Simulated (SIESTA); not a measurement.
# SiC (Moissanite) (P6_3mc) in SIESTA: equation of state, part 2 of 2

SIESTA 5.4.2. Earlier steps stand in the parts before.

## 4. Single point, PBE, 10.13 Å³/atom

Input file SiC.fdf:

```
SystemName                      Moissanite
SystemLabel                     SiC
NumberOfSpecies                 2
NumberOfAtoms                   4
%block ChemicalSpeciesLabel
  1  14 Si
  2   6 C
%endblock ChemicalSpeciesLabel

LatticeConstant                 1.0 Ang
%block LatticeVectors
     3.0553550827     0.0000000000     0.0000000000
    -1.5276775413     2.6460151191     0.0000000000
     0.0000000000     0.0000000000     5.0141197845
%endblock LatticeVectors
AtomicCoordinatesFormat         Ang
%block AtomicCoordinatesAndAtomicSpecies
     1.5276775415     0.8820050396     2.5070598922  1
    -0.0000000001     1.7640100795     0.0000000000  1
     1.5276775415     0.8820050396     4.4374960093  2
    -0.0000000001     1.7640100795     1.9304361170  2
%endblock AtomicCoordinatesAndAtomicSpecies

%block kgrid.MonkhorstPack
   10   0   0  0.0
    0  10   0  0.0
    0   0   5  0.0
%endblock kgrid.MonkhorstPack
XC.Functional                   GGA
XC.Authors                      PBE
PAO.BasisSize                   DZP
PAO.EnergyShift                 0.003 Ry
Mesh.Cutoff                     500 Ry
OccupationFunction              FD
ElectronicTemperature           0.05 eV
MaxSCFIterations                120
SCF.MustConverge                false
SCF.Mixer.Method                Pulay
SCF.Mixer.Weight                0.25
SCF.Mixer.History               8
SCF.DM.Tolerance                5.0e-05
SCF.H.Tolerance                 1.0e-03 eV
WriteForces                     true
Charge.Mulliken                 end
```

Potentials or basis: PseudoDojo 0.4 standard (PBE files), DZP (energy shift 0.003 Ry).

Run with:

```
$ siesta < SiC.fdf > SiC.out 2>&1
```

SiC.out:

```text
Version         : 5.4.2

                           ***********************
                           *  WELCOME TO SIESTA  *
                           ***********************

 NOTE: Siesta V5 introduces some new defaults for basis-set generation
 NOTE: which might lead to slightly different numerical results.
 NOTE: Please see the manual for full details and compatibility measures.

reinit: Reading from standard input
reinit: Dumping input in INPUT_TMP.62755
************************** Dump of input data file ****************************
SystemName                      Moissanite
SystemLabel                     SiC
NumberOfSpecies                 2
NumberOfAtoms                   4
%block ChemicalSpeciesLabel
  1  14 Si
  2   6 C
%endblock ChemicalSpeciesLabel
LatticeConstant                 1.0 Ang
%block LatticeVectors
     3.0553550827     0.0000000000     0.0000000000
    -1.5276775413     2.6460151191     0.0000000000
     0.0000000000     0.0000000000     5.0141197845
%endblock LatticeVectors
AtomicCoordinatesFormat         Ang
%block AtomicCoordinatesAndAtomicSpecies
     1.5276775415     0.8820050396     2.5070598922  1
[... 639 lines left out ...]

siesta: Cell volume =         40.536730 Ang**3

siesta: Pressure (static):
siesta:                Solid            Molecule  Units
siesta:           0.00079238          0.00109487  Ry/Bohr**3
siesta:           0.07275318          0.10052592  eV/Ang**3
siesta:         116.56344647        161.06028302  kBar

Basis Enthalpy Calculation:
    Basis Pressure for species 1(Si) :      0.2000000 GPa
    Basis Pressure for species 2(C) :      0.2000000 GPa

    Orbital volume contribution        =           3.478233 eV
    (Free)E + p_basis*V_orbitals       =        -554.669263 eV
    (Free)Eharris+ p_basis*V_orbitals  =        -554.669263 eV

mulliken: Atomic and Orbital Populations:

Species: Si
Atom  Qatom  Qorb
               3s      3s      3py     3pz     3px     3py     3pz     3px
               3Pdxy   3Pdyz   3Pdz2   3Pdxz   3Pdx2-y2
   1  3.953   1.073   0.130   0.059  -0.041   0.059   0.539   0.580   0.539
              0.209   0.177   0.241   0.177   0.209
   2  3.953   1.073   0.130   0.059  -0.041   0.059   0.539   0.580   0.539
              0.209   0.177   0.241   0.177   0.209

Species: C
Atom  Qatom  Qorb
               2s      2s      2py     2pz     2px     2py     2pz     2px
               3Pdxy   3Pdyz   3Pdz2   3Pdxz   3Pdx2-y2
   3  4.047   0.599   0.486   0.222   0.372   0.222   0.727   0.601   0.727
              0.018   0.017   0.023   0.017   0.018
   4  4.047   0.599   0.486   0.222   0.372   0.222   0.727   0.601   0.727
              0.018   0.017   0.023   0.017   0.018

mulliken: Qtot =       16.000

Mulliken Atomic Populations:
Atom #   charge [q] valence [e]  Species
     1     0.047233    3.952767  Si
     2     0.047233    3.952767  Si
     3    -0.047233    4.047233  C
     4    -0.047233    4.047233  C
 Total     0.000000

Job completed
```

It took 3.4 min on 1 thread of AMD EPYC, shared host; peak memory 0.3 GiB.

What came out:

* Free energy: -558.1475 eV
* Pressure: 11.7 GPa
* Largest force: 0.875 eV/Å
* Band gap on the k mesh: 2.41 eV, indirect (least direct gap 4.12 eV)

Caveat: an odd mesh through Γ misses points on the zone boundary, where band edges often lie; the basis of atomic orbitals isn't converged, which shifts pressures, moduli and gaps.

## 5. Single point, PBE, 10.55 Å³/atom

Changes to SiC.fdf since step 4:

```diff
@@ -11,5 +11,5 @@
 %block LatticeVectors
-     3.0553550827     0.0000000000     0.0000000000
-    -1.5276775413     2.6460151191     0.0000000000
-     0.0000000000     0.0000000000     5.0141197845
+     3.0963714546     0.0000000000     0.0000000000
+    -1.5481857273     2.6815363392     0.0000000000
+     0.0000000000     0.0000000000     5.0814314379
 %endblock LatticeVectors
@@ -17,6 +17,6 @@
 %block AtomicCoordinatesAndAtomicSpecies
-     1.5276775415     0.8820050396     2.5070598922  1
-    -0.0000000001     1.7640100795     0.0000000000  1
-     1.5276775415     0.8820050396     4.4374960093  2
-    -0.0000000001     1.7640100795     1.9304361170  2
+     1.5481857275     0.8938454463     2.5407157190  1
+    -0.0000000002     1.7876908929     0.0000000000  1
+     1.5481857275     0.8938454463     4.4970668225  2
+    -0.0000000002     1.7876908929     1.9563511036  2
 %endblock AtomicCoordinatesAndAtomicSpecies
```

Run with:

```
$ siesta SiC.fdf > SiC.out 2>&1
```

It took 3.4 min on 1 thread of AMD EPYC, shared host; peak memory 0.32 GiB.

The run converged. Its results:

```yaml
Free_energy: -558.2173 eV
Pressure: 2.2 GPa
Largest_force: 0.806 eV/Å
Band_gap_on_the_k_mesh: 2.47 eV, indirect (least direct gap 4.03 eV)
```

Caveat: an odd mesh through Γ misses points on the zone boundary, where band edges often lie; the basis of atomic orbitals isn't converged, which shifts pressures, moduli and gaps.

## 6. Single point, PBE, 10.75 Å³/atom

Changes to SiC.fdf since step 5:

```diff
@@ -11,5 +11,5 @@
 %block LatticeVectors
-     3.0963714546     0.0000000000     0.0000000000
-    -1.5481857273     2.6815363392     0.0000000000
-     0.0000000000     0.0000000000     5.0814314379
+     3.1164783262     0.0000000000     0.0000000000
+    -1.5582391631     2.6989494007     0.0000000000
+     0.0000000000     0.0000000000     5.1144286705
 %endblock LatticeVectors
@@ -17,6 +17,6 @@
 %block AtomicCoordinatesAndAtomicSpecies
-     1.5481857275     0.8938454463     2.5407157190  1
-    -0.0000000002     1.7876908929     0.0000000000  1
-     1.5481857275     0.8938454463     4.4970668225  2
-    -0.0000000002     1.7876908929     1.9563511036  2
+     1.5582391633     0.8996498001     2.5572143352  1
+    -0.0000000002     1.7992996006     0.0000000000  1
+     1.5582391633     0.8996498001     4.5262693734  2
+    -0.0000000002     1.7992996006     1.9690550381  2
 %endblock AtomicCoordinatesAndAtomicSpecies
```

Potentials or basis: PseudoDojo 0.4 standard (PBE files), DZP (energy shift 0.003 Ry).

Run with:

```
$ siesta < SiC.fdf > SiC.out 2>&1
```

It took 3.2 min on 1 thread of AMD EPYC, shared host; peak memory 0.32 GiB.

It converged, with:

```yaml
Free_energy: -558.2179 eV
Pressure: -1.9 GPa
Largest_force: 0.775 eV/Å
Band_gap_on_the_k_mesh: 2.45 eV, indirect (least direct gap 3.99 eV)
```

Caveat: an odd mesh through Γ misses points on the zone boundary, where band edges often lie; the basis of atomic orbitals isn't converged, which shifts pressures, moduli and gaps.

## 7. Single point, PBE, 10.96 Å³/atom

Changes to SiC.fdf since step 6:

```diff
@@ -11,5 +11,5 @@
 %block LatticeVectors
-     3.1164783262     0.0000000000     0.0000000000
-    -1.5582391631     2.6989494007     0.0000000000
-     0.0000000000     0.0000000000     5.1144286705
+     3.1363290418     0.0000000000     0.0000000000
+    -1.5681645209     2.7161406248     0.0000000000
+     0.0000000000     0.0000000000     5.1470055276
 %endblock LatticeVectors
@@ -17,6 +17,6 @@
 %block AtomicCoordinatesAndAtomicSpecies
-     1.5582391633     0.8996498001     2.5572143352  1
-    -0.0000000002     1.7992996006     0.0000000000  1
-     1.5582391633     0.8996498001     4.5262693734  2
-    -0.0000000002     1.7992996006     1.9690550381  2
+     1.5681645211     0.9053802082     2.5735027638  1
+    -0.0000000002     1.8107604166     0.0000000000  1
+     1.5681645211     0.9053802082     4.5550998919  2
+    -0.0000000002     1.8107604166     1.9815971281  2
 %endblock AtomicCoordinatesAndAtomicSpecies
```

Run with:

```
$ siesta < SiC.fdf > SiC.out 2>&1
```

Run time: 2.8 min. Hardware: 1 thread of AMD EPYC, shared host; peak memory 0.32 GiB.

Results (log left out):

| Property | Result |
| --- | --- |
| Free energy | -558.1982 eV |
| Pressure | -5.6 GPa |
| Largest force | 0.746 eV/Å |
| Band gap on the k mesh | 2.42 eV, indirect (least direct gap 3.95 eV) |

Caveat: an odd mesh through Γ misses points on the zone boundary, where band edges often lie; the basis of atomic orbitals isn't converged, which shifts pressures, moduli and gaps.

## 8. Equation of state, PBE

Potentials or basis: PseudoDojo 0.4 standard (PBE files), DZP (energy shift 0.003 Ry).

No new run: the results of the series are fitted here.

What came out:

```
Equilibrium volume                        : 10.66 Å³/atom
Bulk modulus at fixed shape and positions : 210 GPa
Pressure derivative of the bulk modulus   : 4.1
```

Energy against volume, from the lowest point:
| volume (Å³/atom) | energy (meV/atom) |
| --- | --- |
| 9.721 | 62.22 |
| 9.927 | 36.14 |
| 10.134 | 17.60 |
| 10.341 | 5.82 |
| 10.548 | 0.13 |
| 10.755 | 0.00 |
| 10.961 | 4.93 |

Caveat: the cell was scaled at fixed shape and fractional positions, which overstates the stiffness of a crystal with free parameters, most of all of layers and chains; the basis of atomic orbitals isn't converged, which shifts pressures, moduli and gaps.
